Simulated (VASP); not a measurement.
## TiH: single point with PBEsol

Crystal: TiH.

```xyz
4
Lattice="2.0718 2.0718 0.0000 -2.0718 2.0718 0.0000 0.0000 0.0000 4.0194" Properties=species:S:1:pos:R:3 pbc="T T T"
Ti    0.0000    0.0000    0.0000
Ti    0.0000    2.0718    2.0097
H     0.0000    2.0718    0.0000
H     0.0000    0.0000    2.0097
```

The cell comes from a database or a generator and needn't be the stable form of this composition.

The cell isn't the ideal one: strain along c alone, the other axes held, atoms relaxed: -3.0 %.

```yaml
Program: VASP 6.6.1
Task: single point
Functional: PBEsol
Potentials_or_basis: VASP PAW PBE potentials, release 64 (Ti_sv, H)
Cutoff: 520 eV
k_mesh: 14 × 14 × 10
Occupations: gaussian, width 0.1 eV
Spin: no spin polarisation
Dipole_correction: no
Further_INCAR_settings: ALGO = Fast; EDIFF = 1e-06; NBANDS = 21
```

| Quantity | Value |
| --- | --- |
| Pressure | 4.7 GPa |
| Band gap on the k mesh | none (metal or under the smearing width) |

Stress tensor (GPa, compression positive):
```
4.86 0.00 0.00
0.00 4.86 0.00
0.00 0.00 4.29
```

Levels at points of the mesh, in eV from the Fermi level:
```csv
k point,band 10,band 11,band 12,band 13,band 14,band 15,band 16,band 17
"(0.00, 0.00, 0.00)",-7.09,-2.06,0.62,0.62,0.89,2.17,2.19,2.42
"(0.50, 0.00, 0.00)",-6.37,-1.28,-1.28,-0.61,-0.61,1.13,1.13,2.26
"(0.50, 0.50, 0.00)",-7.11,-1.99,-1.99,1.64,1.64,3.43,3.43,3.82
"(0.00, 0.00, 0.50)",-7.75,-0.78,-0.78,0.59,0.59,1.75,1.75,1.75
"(0.50, 0.00, 0.50)",-5.06,-3.28,-3.28,0.14,0.14,0.40,0.40,3.46
"(0.50, 0.50, 0.50)",-6.16,-0.86,-0.86,-0.86,-0.86,1.59,1.59,3.83
```

Wall time 2.4 min on 1 thread of Intel(R) Xeon(R) 6975P-C (Granite Rapids), with other jobs on the host, peak memory 0.25 GiB.

Caveat: the PAW data sets were made with another functional, which shifts forces and pressure a little.
